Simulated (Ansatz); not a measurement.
Fluorite MgI2, relaxed with r2SCAN, was run in the plane-wave code Ansatz under altered settings. All numbers are computed, without spin polarisation but where a row says otherwise.

```
CELL_PARAMETERS angstrom
0.00000 3.75572 3.75572
3.75572 0.00000 3.75572
3.75572 3.75572 0.00000
ATOMIC_POSITIONS crystal
Mg 0.00000 0.00000 0.00000
I 0.25000 0.25000 0.25000
I 0.75000 0.75000 0.75000
```

The base run's other keys:
```yaml
kpoints:
  mp_grid: { grid: [4, 4, 4] }
hamiltonian:
  xc: hse06
scf:
  occupations: { method: fixed }
  n_extra_bands: 4
```

It takes 12 iterations with 2085 plane waves at 420 eV and 8 k points, and leaves a mean stress of -0.45 GPa. The gap over this mesh is 1.427 eV.

Outcomes, with energy and stress as changes against the base:

| setting | outcome | ΔF (meV/atom) | Δ mean stress (GPa) | gap on the mesh (eV) | iterations |
| --- | --- | --- | --- | --- | --- |
| PBE hybrid, exx coeff 0.5, unscreened | converged | – | -0.5 | 3.686 | 16 |
| PBE hybrid, exx coeff 1.0, omega 0.2078 1/Å | converged | – | -1.5 | 4.375 | 18 |

A dash marks a value that wasn't obtained or can't be compared. Stress is positive in compression.

- PBE hybrid, exx coeff 0.5, unscreened. That is 50 % exact exchange, at all ranges, against HSE06's 25 % screened at 0.208 1/Å. The mean stress moves by -0.5 GPa and the gap on the mesh by +2.259 eV (to 3.686). Totals of different functionals aren't comparable.
- PBE hybrid, exx coeff 1.0, omega 0.2078 1/Å. That is 100 % exact exchange, screened with ω = 0.2078 1/Å, against HSE06's 25 % screened at 0.208 1/Å. The mean stress moves by -1.5 GPa and the gap on the mesh by +2.948 eV (to 4.375). Totals of different functionals aren't comparable.

No spin-orbit coupling is included; it can move band edges with weight on the heavy atoms by tenths of an eV.

The program warns that its thresholds are loose for a hybrid's stress.

The meshes of the hybrids are coarse, so their gaps aren't converged to the digits shown.
